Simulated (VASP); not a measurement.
# Li (P6/mmm) in VASP: reference runs

Aim: a first look at Li with PBE, on the cell as given.

All numbers are computed with VASP 6.6.1; they aren't measurements. Logs are shortened: lines on timing, memory, paths and dates and some standing lists are left out, and cuts for length are marked.

### Step 1. Starting point

It takes space group P6/mmm (No. 191, hexagonal). The conventional cell has a = 2.936 Å, b = 2.936 Å, c = 2.715 Å, α = 90.00°, β = 90.00°, γ = 120.00°. Li (site symmetry 6/mmm) is surrounded by 8 Li at 2.71 to 2.94 Å.

The cell was built by a generator and needn't be a form met in nature.

### Step 2. Single point, PBE

INCAR reads:

```
ALGO = Normal ; EDIFF = 1E-7
ENCUT = 520 ; GGA = PE
ISIF = 2 ; ISMEAR = -1
LASPH = True ; LCHARG = False
LREAL = False ; LWAVE = False
NBANDS = 8 ; NELM = 100
PREC = Accurate ; SIGMA = 0.05
```

KPOINTS reads:

```
k-points
0
Gamma
  10 10 10
```

POSCAR reads:

```
Li
1.0
    2.9357600000      0.0000000000      0.0000000000
   -1.4678800000      2.5424500000      0.0000000000
    0.0000000000      0.0000000000      2.7146800000
Li
1
Direct
    0.0000000000      0.0000000000      0.0000000000
```

Potentials or basis: VASP PAW PBE potentials, release 64 (Li_sv).

Run with:

```console
cat potpaw_PBE.64/Li_sv/POTCAR > POTCAR
mpirun -np 1 vasp_std > vasp.out
```

OUTCAR:

```text
EDIFF = 1E-7
   ENCUT = 520
   GGA = PE
   ISIF = 2
   ISMEAR = -1
   LASPH = True
   LREAL = False
   NELM = 100
   PREC = Accurate

 ion  position               nearest neighbor table
   1  0.000  0.000  0.000-

  LATTYP: Found a hexagonal cell.
 ALAT       =     2.9357600000
 C/A-ratio  =     0.9246941167

  Lattice vectors:

 A1 = (   2.9357600000,   0.0000000000,   0.0000000000)
 A2 = (  -1.4678800000,   2.5424500000,   0.0000000000)
 A3 = (   0.0000000000,   0.0000000000,   2.7146800000)

Analysis of symmetry for initial positions (statically):
=====================================================================
 Subroutine PRICEL returns:
 Original cell was already a primitive cell.

 Routine SETGRP: Setting up the symmetry group for a
 hexagonal supercell.

 Subroutine GETGRP returns: Found 24 space group operations
 (whereof 24 operations were pure point group operations)
 out of a pool of 24 trial point group operations.

The static configuration has the point symmetry D_6h.

Analysis of symmetry for dynamics (positions and initial velocities):
=====================================================================
 Subroutine PRICEL returns:
 Original cell was already a primitive cell.

 Routine SETGRP: Setting up the symmetry group for a
 hexagonal supercell.

 Subroutine GETGRP returns: Found 24 space group operations
 (whereof 24 operations were pure point group operations)
 out of a pool of 24 trial point group operations.

The dynamic configuration has the point symmetry D_6h.

 Subroutine INISYM returns: Found 24 space group operations
 (whereof 24 operations are pure point group operations),
 and found     1 'primitive' translations

----------------------------------------------------------------------------------------

                                     Primitive cell

  volume of cell :      20.2624

  direct lattice vectors                    reciprocal lattice vectors
     2.935760000  0.000000000  0.000000000     0.340627299  0.196660701  0.000000000
    -1.467880000  2.542450000  0.000000000     0.000000000  0.393321403  0.000000000
     0.000000000  0.000000000  2.714680000     0.000000000  0.000000000  0.368367542

  length of vectors
     2.935760000  2.935766288  2.714680000     0.393322245  0.393321403  0.368367542

  position of ions in fractional coordinates (direct lattice)
     0.000000000  0.000000000  0.000000000

  ion indices of the primitive-cell ions
   primitive index   ion index
                 1           1

----------------------------------------------------------------------------------------

 KPOINTS: k-points

Automatic generation of k-mesh.
 Grid dimensions read from file:
 generate k-points for:   10   10   10

 Generating k-lattice:

  Cartesian coordinates                     Fractional coordinates (reciprocal lattice)
     0.034062730  0.019666070  0.000000000     0.100000000  0.000000000  0.000000000
     0.000000000  0.039332140  0.000000000     0.000000000  0.100000000  0.000000000
     0.000000000  0.000000000  0.036836754     0.000000000  0.000000000  0.100000000

  Length of vectors
     0.039332225  0.039332140  0.036836754

  Shift w.r.t. Gamma in fractional coordinates (k-lattice)
     0.000000000  0.000000000  0.000000000

 Subroutine IBZKPT returns following result:
 ===========================================

 Found     84 irreducible k-points:

 Following reciprocal coordinates:
            Coordinates               Weight
  0.000000  0.000000  0.000000      1.000000
  0.100000  0.000000  0.000000      6.000000
  0.200000  0.000000  0.000000      6.000000
  0.300000 -0.000000  0.000000      6.000000
  0.400000 -0.000000  0.000000      6.000000
  0.500000 -0.000000  0.000000      3.000000
[... 16 lines left out ...]
  0.300000  0.100000  0.100000     24.000000
  0.400000  0.100000  0.100000     24.000000
 [... further k-points ...]
   k-points           NKPTS =     84   k-points in BZ     NKDIM =     84   number of bands    NBANDS=      8
   number of dos      NEDOS =    301   number of ions     NIONS =      1
   total plane-waves  NPLWV =  11520
   dimension x,y,z NGX =    24 NGY =   24 NGZ =   20
   dimension x,y,z NGXF=    48 NGYF=   48 NGZF=   40
   ions per type =               1
   NGX,Y,Z   is equivalent  to a cutoff of  13.59, 13.59, 12.25 a.u.
   NGXF,Y,Z  is equivalent  to a cutoff of  27.18, 27.18, 24.50 a.u.
 SYSTEM =  unknown system
   PREC   = accura    normal or accurate (medium, high low for compatibility)
   ISTART =      0    job   : 0-new  1-cont  2-samecut
   ICHARG =      2    charge: 1-file 2-atom 10-const
   ISPIN  =      1    spin polarized calculation?
   LNONCOLLINEAR =      F non collinear calculations
   LSORBIT =      F    spin-orbit coupling
   LASPH  =      T    aspherical Exc in radial PAW
   ENCUT  =  520.0 eV  38.22 Ry    6.18 a.u.   5.46  5.46  5.05*2*pi/ulx,y,z
   NELM   =    100;   NELMIN=  2; NELMDL= -5     # of ELM steps
   EDIFF  = 0.1E-06   stopping-criterion for ELM
   LREAL  =      F    real-space projection
   EDIFFG = 0.1E-05   stopping-criterion for IOM
   NSW    =      0    number of steps for IOM
   IBRION =     -1    ionic relax: 0-MD 1-quasi-New 2-CG
   NFREE  =      0    steps in history (QN), initial steepest desc. (CG)
   ISIF   =      2    stress and relaxation
   ISYM   =      2    0-nonsym 1-usesym 2-fastsym
   POTIM  = 0.5000    time-step for ionic-motion
   TEBEG  =    0.0;   TEEND  =   0.0 temperature during run
   PSTRESS=    0.0 pullay stress
   NELECT =       3.0000    total number of electrons
   NUPDOWN=      -1.0000    fix difference up-down
   EMIN   =  10.00;   EMAX   =-10.00  energy-range for DOS
   EFERMI =   0.00;   METHOD = LEGACY
   ISMEAR =    -1;   SIGMA  =   0.05  broadening in eV -4-tet -1-fermi 0-gaus
   EFERMI_NEDOS =   21; number of points for ismear=-14 and -15
   IALGO  =     38    algorithm
   IMIX   =      4    mixing-type and parameters
     AMIX     =   0.40;   BMIX     =  1.00
     AMIX_MAG =   1.60;   BMIX_MAG =  1.00
  volume/ion in A,a.u.               =      20.26       136.74
  Fermi-wavevector in a.u.,A,eV,Ry     =   0.866067  1.636629 10.205344  0.750072
  Thomas-Fermi vector in A             =   1.984402
   LORBIT       =      0    0 simple, 1 ext, 2 COOP (PROOUT), +10 PAW based schemes
   GGA     = PE    functional components
   LHFCALC =     F    Hartree Fock is set to
   AEXX    =    0.0000 exact exchange contribution
   IVDW    =     0    specifies the selected vdW correction
   LEPSILON=     F    determine dielectric tensor
   LRPA    =     F    only Hartree local field effects (RPA)
 non-spin polarized calculation
  energy-cutoff  :      520.00
  volume of cell :       20.26
 maximum number of plane-waves:       574
 NGX is ok and might be reduce to    24
   NGX = 11   NGY = 11   NGZ = 11

 number of electron       3.0000005 magnetization

 Free energy of the ion-electron system (eV)
  ---------------------------------------------------
  ext. energy  EPLUGINS =         0.00000000
  ---------------------------------------------------
  free energy    TOTEN  =        -1.83941071 eV

  energy without entropy =       -1.83503531  energy(sigma->0) =       -1.83722301

 E-fermi :   0.5867     XC(G=0):  -7.0435

 val. band max:        0.5425770819   @ k =   0.4000   0.1000   0.1000
 cond. band min:       0.6181350573   @ k =   0.2000   0.2000   0.3000
 fundamental gap:      0.0755579754
 Fermi energy:         0.5866926259

 k-point     1 :       0.0000    0.0000    0.0000
  band No.  band energies     occupation
      1     -46.0616      2.00000
      2      -2.9146      2.00000
      3      12.8384      0.00000
      4      14.1267      0.00000
      5      14.1268      0.00000
      6      15.5955      0.00000
      7      18.3728      0.00000
      8      18.3729      0.00000

 k-point     2 :       0.1000    0.0000    0.0000
  band No.  band energies     occupation
      1     -46.0597      2.00000
      2      -2.7433      2.00000
      3      12.3921      0.00000
      4      13.0436      0.00000
      5      13.3436      0.00000
      6      15.7845      0.00000
      7      17.2589      0.00000
      8      19.6021      0.00000

 k-point     3 :       0.2000    0.0000    0.0000
  band No.  band energies     occupation
      1     -46.0548      2.00000
      2      -2.2310      2.00000
      3       9.5532      0.00000
      4      12.0833      0.00000
      5      13.6480      0.00000
      6      14.7833      0.00000
      7      18.6425      0.00000
      8      22.1886      0.00000

 k-point     4 :       0.3000   -0.0000    0.0000
  band No.  band energies     occupation
      1     -46.0488      2.00000
      2      -1.3915      2.00000
      3       6.8046      0.00000
      4      11.0612      0.00000
      5      14.2614      0.00000
      6      14.6027      0.00000
      7      19.8662      0.00000
      8      24.0682      0.00000

 k-point     5 :       0.4000   -0.0000    0.0000
  band No.  band energies     occupation
      1     -46.0438      2.00000
      2      -0.3101      2.00000
      3       4.5281      0.00000
      4      10.4240      0.00000
      5      14.0518      0.00000
      6      15.7333      0.00000
      7      20.4012      0.00000
      8      22.3723      0.00000
[... 177 lines left out ...]
 k-point    22 :       0.2000    0.1000    0.1000
  band No.  band energies     occupation
      1     -46.0488      2.00000
      2      -1.5582      2.00000
      3       8.2492      0.00000
      4       9.9297      0.00000
      5      12.9259      0.00000
      6      16.9513      0.00000
      7      20.0242      0.00000
      8      21.3978      0.00000

 k-point    23 :       0.3000    0.1000    0.1000
  band No.  band energies     occupation
      1     -46.0433      2.00000
      2      -0.5601      2.00000
      3       5.7419      0.00000
      4       9.3351      0.00000
      5      13.6709      0.00000
      6      16.8186      0.00000
      7      19.2312      0.00000
      8      22.6883      0.00000

 k-point    24 :       0.4000    0.1000    0.1000
  band No.  band energies     occupation
      1     -46.0399      2.00000
      2       0.5426      1.41460
      3       3.8513      0.00000
      4       9.0196      0.00000
      5      14.5020      0.00000
      6      16.9480      0.00000
      7      17.7751      0.00000
      8      23.3416      0.00000

 [... further k-points ...]

------------------------ aborting loop because EDIFF is reached ----------------------------------------

  FORCE on cell =-STRESS in cart. coord.  units (eV):
  Direction    XX          YY          ZZ          XY          YZ          ZX
  --------------------------------------------------------------------------------------
  -------------------------------------------------------------------------------------
  Total        0.0373427      0.0373429     -0.1225442      0.0000000     -0.0000000     -0.0000000
  in kB        2.9527372      2.9527540     -9.6897303      0.0000000     -0.0000000     -0.0000000
  external PRESSURE =      -1.2614130 kB  Pullay stress =       0.0000000 kB

 VOLUME and BASIS-vectors are now :
 -----------------------------------------------------------------------------
  energy-cutoff  :      520.00
  volume of cell :       20.26
      direct lattice vectors                 reciprocal lattice vectors
     2.935760000  0.000000000  0.000000000     0.340627299  0.196660701  0.000000000
    -1.467880000  2.542450000  0.000000000     0.000000000  0.393321403  0.000000000
     0.000000000  0.000000000  2.714680000     0.000000000  0.000000000  0.368367542

 POSITION                                       TOTAL-FORCE (eV/Angst)
 -----------------------------------------------------------------------------------
      0.00000      0.00000      0.00000        -0.000000      0.000000      0.000000
 -----------------------------------------------------------------------------------
    total drift:                                0.000000     -0.000000      0.000000

  FREE ENERGIE OF THE ION-ELECTRON SYSTEM (eV)
  ---------------------------------------------------
  free  energy   TOTEN  =        -1.8394107131 eV

  energy  without entropy=       -1.8350353115  energy(sigma->0) =       -1.83722301
```

Run time: 8.2 s. Hardware: 1 thread of Intel Xeon Platinum 8488C (Sapphire Rapids), shared host; peak memory 0.12 GiB.

Results:

- Free energy: -1.8394 eV
- Band gap on the k mesh: none (metal or under the smearing width)

Caveat: the cutoff is under 1.25 times the usual one of these potentials, so pressure, stress and relaxed cells hold a basis-set (Pulay) error.
